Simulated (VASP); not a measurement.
Write the native input for VASP 6.6.1 that does the following.

```yaml
Task: relaxation of cell and atoms
Functional: PBEsol
Potentials_or_basis: VASP PAW PBE potentials, release 64 (Mo_sv)
Cutoff: 600 eV
k_mesh: 16 × 16 × 16
Occupations: methfessel-paxton, width 0.1 eV
Spin: no spin polarisation
Further_INCAR_settings: ALGO = Normal; EDIFF = 1e-06; IBRION = 2; EDIFFG = -0.01; NSW = 90; ISIF = 3
```

The structure of Mo lies in POSCAR:

```
Mo
1.0
   -1.5734150000      1.5734150000      1.5734150000
    1.5734150000     -1.5734150000      1.5734150000
    1.5734150000      1.5734150000     -1.5734150000
Mo
1
Direct
    0.0000000000      0.0000000000      0.0000000000
```

One way to write it, as run:

INCAR

```
ALGO = Normal
EDIFF = 1E-6
EDIFFG = -0.01
ENCUT = 600
GGA = PS
IBRION = 2
ISIF = 3
ISMEAR = 1
LASPH = True
LCHARG = False
LREAL = False
LWAVE = False
NELM = 80
NSW = 90
PREC = Accurate
SIGMA = 0.1
```

KPOINTS

```
k-points
0
Gamma
  16 16 16
```

Potentials or basis: VASP PAW PBE potentials, release 64 (Mo_sv).

The run is started by

```sh
$ cat potpaw_PBE.64/Mo_sv/POTCAR > POTCAR
$ mpirun -np 1 vasp_std > vasp.out
```

Results of the run:

```json
{
 "Relaxed volume": "15.35 Å³/atom",
 "Relaxed cell": "a = 2.711 Å, b = 2.711 Å, c = 2.711 Å, α = 109.47°, β = 109.47°, γ = 109.47°",
 "Space group after relaxing (to 0.05 Å)": "Im-3m (No. 229)",
 "Energy gained by relaxing": "3.2 meV/atom",
 "Ionic steps": "3",
 "Pressure after relaxing": "-0.1 GPa",
 "Band gap on the k mesh": "none (metal or under the smearing width)"
}
```

Caveat: the PAW data sets were made with another functional, which shifts forces and pressure a little.

It took 38 s on 1 thread of Intel(R) Xeon(R) Platinum 8175M CPU @ 2.50GHz (Skylake/Cascade Lake), on a shared host, peak memory 0.17 GiB.
